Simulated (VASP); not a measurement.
# SiC (F-43m) in VASP: further runs

The runs below take SiC through relaxation of cell and atoms, with PBE.

Everything below comes from runs of VASP 6.6.1. Logs are shortened: lines on timing, memory, paths and dates and some standing lists are left out, and cuts for length are marked.

**1. The structure**

Symmetry: F-43m, No. 216, cubic system. The conventional cell has a = 4.358 Å, b = 4.358 Å, c = 4.358 Å, α = 90.00°, β = 90.00°, γ = 90.00°. Si (site symmetry -43m) has 4 C at 1.89 Å as nearest neighbours. Around C (site symmetry -43m) lie 4 Si at 1.89 Å.

**2. Relaxation of cell and atoms, PBE**

Input file INCAR:

```
ALGO     = Normal         # electronic algorithm
EDIFF    = 1E-7           # SCF threshold, eV
EDIFFG   = -0.002         # ionic threshold
ENCUT    = 520            # plane-wave cutoff, eV
GGA      = PE             # functional
IBRION   = 2              # ionic algorithm
ISIF     = 3              # what is computed and relaxed
ISMEAR   = 0              # smearing method
LASPH    = T              # aspherical terms in the spheres
LCHARG   = F              # write CHGCAR
LREAL    = F              # projectors in reciprocal space
LWAVE    = F              # write WAVECAR
NELM     = 100            # most SCF steps
NSW      = 80             # ionic steps
PREC     = Accurate       # precision mode
SIGMA    = 0.02           # smearing width, eV
```

Input file KPOINTS:

```
k-points
0
Gamma
  12 12 12
```

Input file POSCAR:

```
SiC
1.0
    0.0000000000      2.1790000000      2.1790000000
    2.1790000000      0.0000000000      2.1790000000
    2.1790000000      2.1790000000      0.0000000000
Si C
1 1
Direct
    0.0000000000      0.0000000000      0.0000000000
    0.2500000000      0.2500000000      0.2500000000
```

Potentials or basis: VASP PAW PBE potentials, release 64 (Si, C).

Launch:

```console
$ cat potpaw_PBE.64/Si/POTCAR potpaw_PBE.64/C/POTCAR > POTCAR
$ mpirun -np 1 vasp_std > vasp.out
```

OUTCAR:

```text
EDIFF = 1E-7
   EDIFFG = -0.002
   ENCUT = 520
   GGA = PE
   IBRION = 2
   ISIF = 3
   ISMEAR = 0
   LASPH = T
   LREAL = F
   NELM = 100
   NSW = 80
   PREC = Accurate

 ion  position               nearest neighbor table
   1  0.000  0.000  0.000-   2 1.89   2 1.89   2 1.89   2 1.89
   2  0.250  0.250  0.250-   1 1.89   1 1.89   1 1.89   1 1.89

  LATTYP: Found a face centered cubic cell.
 ALAT       =     4.3580000000

  Lattice vectors:

 A1 = (   0.0000000000,   2.1790000000,   2.1790000000)
 A2 = (   2.1790000000,   0.0000000000,   2.1790000000)
 A3 = (   2.1790000000,   2.1790000000,   0.0000000000)

Analysis of symmetry for initial positions (statically):
=====================================================================
 Subroutine PRICEL returns:
 Original cell was already a primitive cell.

 Routine SETGRP: Setting up the symmetry group for a
 face centered cubic supercell.

 Subroutine GETGRP returns: Found 24 space group operations
 (whereof 24 operations were pure point group operations)
 out of a pool of 48 trial point group operations.

The static configuration has the point symmetry T_d .

Analysis of symmetry for dynamics (positions and initial velocities):
=====================================================================
 Subroutine PRICEL returns:
 Original cell was already a primitive cell.

 Routine SETGRP: Setting up the symmetry group for a
 face centered cubic supercell.

 Subroutine GETGRP returns: Found 24 space group operations
 (whereof 24 operations were pure point group operations)
 out of a pool of 48 trial point group operations.

The dynamic configuration has the point symmetry T_d .

 Subroutine INISYM returns: Found 24 space group operations
 (whereof 24 operations are pure point group operations),
 and found     1 'primitive' translations

----------------------------------------------------------------------------------------

                                     Primitive cell

  volume of cell :      20.6920

  direct lattice vectors                    reciprocal lattice vectors
     0.000000000  2.179000000  2.179000000    -0.229463056  0.229463056  0.229463056
     2.179000000  0.000000000  2.179000000     0.229463056 -0.229463056  0.229463056
     2.179000000  2.179000000  0.000000000     0.229463056  0.229463056 -0.229463056

  length of vectors
[... 92 lines left out ...]
   PSTRESS=    0.0 pullay stress
   NELECT =       8.0000    total number of electrons
   NUPDOWN=      -1.0000    fix difference up-down
   EMIN   =  10.00;   EMAX   =-10.00  energy-range for DOS
   EFERMI =   0.00;   METHOD = LEGACY
   ISMEAR =     0;   SIGMA  =   0.02  broadening in eV -4-tet -1-fermi 0-gaus
   EFERMI_NEDOS =   21; number of points for ismear=-14 and -15
   IALGO  =     38    algorithm
   IMIX   =      4    mixing-type and parameters
     AMIX     =   0.40;   BMIX     =  1.00
     AMIX_MAG =   1.60;   BMIX_MAG =  1.00
  volume/ion in A,a.u.               =      10.35        69.82
  Fermi-wavevector in a.u.,A,eV,Ry     =   1.192626  2.253736 19.352338  1.422357
  Thomas-Fermi vector in A             =   2.328660
   LORBIT       =      0    0 simple, 1 ext, 2 COOP (PROOUT), +10 PAW based schemes
   GGA     = PE    functional components
   LHFCALC =     F    Hartree Fock is set to
   AEXX    =    0.0000 exact exchange contribution
   IVDW    =     0    specifies the selected vdW correction
   LEPSILON=     F    determine dielectric tensor
   LRPA    =     F    only Hartree local field effects (RPA)
 conjugate gradient relaxation of ions
 non-spin polarized calculation
 Gauss-broadening in eV      SIGMA  =   0.02
  energy-cutoff  :      520.00
  volume of cell :       20.69
 maximum number of plane-waves:       568
   NGX = 11   NGY = 11   NGZ = 11

--------------------------------------- Ionic step        1  -------------------------------------------

 number of electron       8.0000001 magnetization

 Free energy of the ion-electron system (eV)
  ---------------------------------------------------
  ext. energy  EPLUGINS =         0.00000000
  ---------------------------------------------------
  free energy    TOTEN  =       -15.05784200 eV

  energy without entropy =      -15.05784200  energy(sigma->0) =      -15.05784200

------------------------ aborting loop because EDIFF is reached ----------------------------------------

  FORCE on cell =-STRESS in cart. coord.  units (eV):
  Direction    XX          YY          ZZ          XY          YZ          ZX
  --------------------------------------------------------------------------------------
  -------------------------------------------------------------------------------------
  Total        0.4145400      0.4145400      0.4145400      0.0000000      0.0000000      0.0000000
  in kB       32.0978034     32.0978034     32.0978034      0.0000000      0.0000000      0.0000000
  external PRESSURE =      32.0978034 kB  Pullay stress =       0.0000000 kB
[... 59 lines left out ...]
--------------------------------------- Ionic step        3  -------------------------------------------

 number of electron       8.0000001 magnetization

 Free energy of the ion-electron system (eV)
  ---------------------------------------------------
  ext. energy  EPLUGINS =         0.00000000
  ---------------------------------------------------
  free energy    TOTEN  =       -15.06086297 eV

  energy without entropy =      -15.06086297  energy(sigma->0) =      -15.06086297

 E-fermi :   8.1124     XC(G=0): -11.2921

 val. band max:        7.9427479010   @ k =   0.0000   0.0000   0.0000
 cond. band min:       9.3133019836   @ k =   0.5000   0.5000   0.0000
 fundamental gap:      1.3705540826
 Fermi energy:         8.1124229756

 k-point     1 :       0.0000    0.0000    0.0000
  band No.  band energies     occupation
      1      -7.3456      2.00000
      2       7.9427      2.00000
      3       7.9427      2.00000
      4       7.9427      2.00000
      5      14.0046      0.00000
      6      15.1488      0.00000
      7      15.1488      0.00000
      8      15.1488      0.00000
[... 243 lines left out ...]
 k-point    24 :      -0.4167    0.1667    0.0000
  band No.  band energies     occupation
      1      -3.5138      2.00000
      2       0.0051      2.00000
      3       4.8758      2.00000
      4       6.4408      2.00000
      5      13.0399      0.00000
      6      15.5608      0.00000
      7      16.4087      0.00000
      8      18.9827      0.00000

 [... further k-points ...]
[... 5 lines left out ...]
  --------------------------------------------------------------------------------------
  -------------------------------------------------------------------------------------
  Total        0.0002601      0.0002601      0.0002601      0.0000000     -0.0000000      0.0000000
  in kB        0.0198447      0.0198447      0.0198447      0.0000000     -0.0000000      0.0000000
  external PRESSURE =       0.0198447 kB  Pullay stress =       0.0000000 kB
[... 17 lines left out ...]
  FREE ENERGIE OF THE ION-ELECTRON SYSTEM (eV)
  ---------------------------------------------------
  free  energy   TOTEN  =       -15.0608629684 eV

  energy  without entropy=      -15.0608629684  energy(sigma->0) =      -15.06086297

 reached required accuracy - stopping structural energy minimisation
```

It took 29 s on 1 thread of Intel Xeon Platinum 8375C at 2.90GHz (Ice Lake), shared host; peak memory 0.14 GiB.

What came out:

```
Free energy                            : -15.0609 eV
Relaxed volume                         : 10.50 Å³/atom
Relaxed cell                           : a = 3.097 Å, b = 3.097 Å, c = 3.097 Å, α = 60.00°, β = 60.00°, γ = 60.00°
Space group after relaxing (to 0.05 Å) : F-43m (No. 216)
Energy gained by relaxing              : 1.5 meV/atom
Ionic steps                            : 3
Pressure after relaxing                : 0.0 GPa
Band gap on the k mesh                 : 1.37 eV, indirect (least direct gap 4.53 eV)
```

Step by step:
```tsv
step	energy change (eV)	largest force (eV/Å)	pressure (GPa)	volume (Å³)
1	0.0000	0.0000	3.21	20.69
2	0.0001	0.0000	-3.12	21.32
3	-0.0030	0.0000	0.00	21.00
```

Final structure:
```
CELL_PARAMETERS angstrom
0.00000 2.18970 2.18970
2.18970 0.00000 2.18970
2.18970 2.18970 0.00000
ATOMIC_POSITIONS crystal
Si 0.00000 0.00000 0.00000
C 0.25000 0.25000 0.25000
```

A k mesh can miss the band edges. PBE usually gives volumes a little too large and moduli too small.

**3. Relaxation of cell and atoms, PBE**

This run uses another cell than the first one, of 10.50 Å³/atom, 1.015 times its volume.

INCAR is that of step 2.

KPOINTS is that of step 2.

Input file POSCAR:

```
SiC                                     
1.0
    0.0000000000      2.1897021500      2.1897021500
    2.1897021500     -0.0000000000      2.1897021500
    2.1897021500      2.1897021500     -0.0000000000
  Si              C             
     1     1
Direct
     0.0000000000000000    0.0000000000000000    0.0000000000000000
     0.2500000000000000    0.2500000000000000    0.2500000000000000
```

Potentials or basis: VASP PAW PBE potentials, release 64 (Si, C).

Launch:

```console
$ cat potpaw_PBE.64/Si/POTCAR potpaw_PBE.64/C/POTCAR > POTCAR
$ mpirun -np 1 vasp_std > vasp.out
```

OUTCAR:

```text
EDIFF = 1E-7
   EDIFFG = -0.002
   ENCUT = 520
   GGA = PE
   IBRION = 2
   ISIF = 3
   ISMEAR = 0
   LASPH = T
   LREAL = F
   NELM = 100
   NSW = 80
   PREC = Accurate

 ion  position               nearest neighbor table
   1  0.000  0.000  0.000-   2 1.90   2 1.90   2 1.90   2 1.90
   2  0.250  0.250  0.250-   1 1.90   1 1.90   1 1.90   1 1.90

  LATTYP: Found a face centered cubic cell.
 ALAT       =     4.3794043000

  Lattice vectors:

 A1 = (   0.0000000000,   2.1897021500,   2.1897021500)
 A2 = (   2.1897021500,   0.0000000000,   2.1897021500)
[... 444 lines left out ...]
      5      13.0399      0.00000
      6      15.5608      0.00000
      7      16.4087      0.00000
      8      18.9826      0.00000

 [... further k-points ...]
[... 5 lines left out ...]
  --------------------------------------------------------------------------------------
  -------------------------------------------------------------------------------------
  Total       -0.0003739     -0.0003739     -0.0003739      0.0000000      0.0000000      0.0000000
  in kB       -0.0285286     -0.0285286     -0.0285286      0.0000000      0.0000000      0.0000000
  external PRESSURE =      -0.0285286 kB  Pullay stress =       0.0000000 kB

 VOLUME and BASIS-vectors are now :
 -----------------------------------------------------------------------------
  energy-cutoff  :      520.00
  volume of cell :       21.00
      direct lattice vectors                 reciprocal lattice vectors
     0.000000000  2.189702150  2.189702150    -0.228341558  0.228341558  0.228341558
     2.189702150  0.000000000  2.189702150     0.228341558 -0.228341558  0.228341558
     2.189702150  2.189702150  0.000000000     0.228341558  0.228341558 -0.228341558

 POSITION                                       TOTAL-FORCE (eV/Angst)
 -----------------------------------------------------------------------------------
      0.00000      0.00000      0.00000        -0.000000     -0.000000     -0.000000
      1.09485      1.09485      1.09485         0.000000      0.000000      0.000000
 -----------------------------------------------------------------------------------
    total drift:                                0.000000      0.000000      0.000000

  FREE ENERGIE OF THE ION-ELECTRON SYSTEM (eV)
  ---------------------------------------------------
  free  energy   TOTEN  =       -15.0609615303 eV

  energy  without entropy=      -15.0609615303  energy(sigma->0) =      -15.06096153

 reached required accuracy - stopping structural energy minimisation
```

OSZICAR:

```text
N       E                     dE             d eps       ncg     rms          rms(c)
DAV:   1     0.516827450344E+01    0.51683E+01   -0.40773E+03  1192   0.844E+02
DAV:   2    -0.164912907737E+02   -0.21660E+02   -0.20861E+02  1704   0.108E+02
DAV:   3    -0.168740806951E+02   -0.38279E+00   -0.38279E+00  1368   0.177E+01
DAV:   4    -0.168752510216E+02   -0.11703E-02   -0.11703E-02  1800   0.105E+00
DAV:   5    -0.168752519022E+02   -0.88057E-06   -0.88057E-06  1352   0.186E-02    0.866E+00
DAV:   6    -0.151174689527E+02    0.17578E+01   -0.75799E+00  1240   0.155E+01    0.380E+00
DAV:   7    -0.150681751518E+02    0.49294E-01   -0.32383E-01  1792   0.407E+00    0.175E+00
DAV:   8    -0.150605588979E+02    0.76163E-02   -0.18549E-02  1176   0.125E+00    0.164E-01
DAV:   9    -0.150608486081E+02   -0.28971E-03   -0.82236E-04  1816   0.245E-01    0.104E-01
DAV:  10    -0.150609605195E+02   -0.11191E-03   -0.21703E-04  1584   0.115E-01    0.222E-02
DAV:  11    -0.150609612867E+02   -0.76722E-06   -0.44719E-05  1416   0.408E-02    0.569E-03
DAV:  12    -0.150609614393E+02   -0.15252E-06   -0.17017E-06  1392   0.101E-02    0.140E-03
DAV:  13    -0.150609615303E+02   -0.91062E-07   -0.16161E-07  1184   0.341E-03
   1 F= -.15060962E+02 E0= -.15060962E+02  d E =-.150610E+02
```

CONTCAR:

```text
SiC
   1.00000000000000
     0.0000000000000000    2.1897021500000000    2.1897021500000000
     2.1897021500000000    0.0000000000000000    2.1897021500000000
     2.1897021500000000    2.1897021500000000    0.0000000000000000
  Si              C
     1     1
Direct
     0.0000000000000000    0.0000000000000000    0.0000000000000000
     0.2500000000000000    0.2500000000000000    0.2500000000000000

  0.00000000E+00  0.00000000E+00  0.00000000E+00
  0.00000000E+00  0.00000000E+00  0.00000000E+00
```

It took 18 s on 1 thread of Intel Xeon Platinum 8375C at 2.90GHz (Ice Lake), shared host; peak memory 0.13 GiB.

Results:

```
Free energy             : -15.0610 eV
Pressure after relaxing : 0.0 GPa
Band gap on the k mesh  : 1.37 eV, indirect (least direct gap 4.53 eV)
```

Final structure:
```cif
data_structure
_symmetry_space_group_name_H-M 'P 1'
_symmetry_Int_Tables_number 1
_cell_length_a 3.0967
_cell_length_b 3.0967
_cell_length_c 3.0967
_cell_angle_alpha 60.000
_cell_angle_beta 60.000
_cell_angle_gamma 60.000
_cell_volume 21.00
loop_
_atom_site_label
_atom_site_type_symbol
_atom_site_fract_x
_atom_site_fract_y
_atom_site_fract_z
_atom_site_occupancy
Si1 Si 0.00000 0.00000 0.00000 1
C1 C 0.25000 0.25000 0.25000 1
```

Caveat: the relaxation stopped at its first step, so nothing moved. A k mesh can miss the band edges.
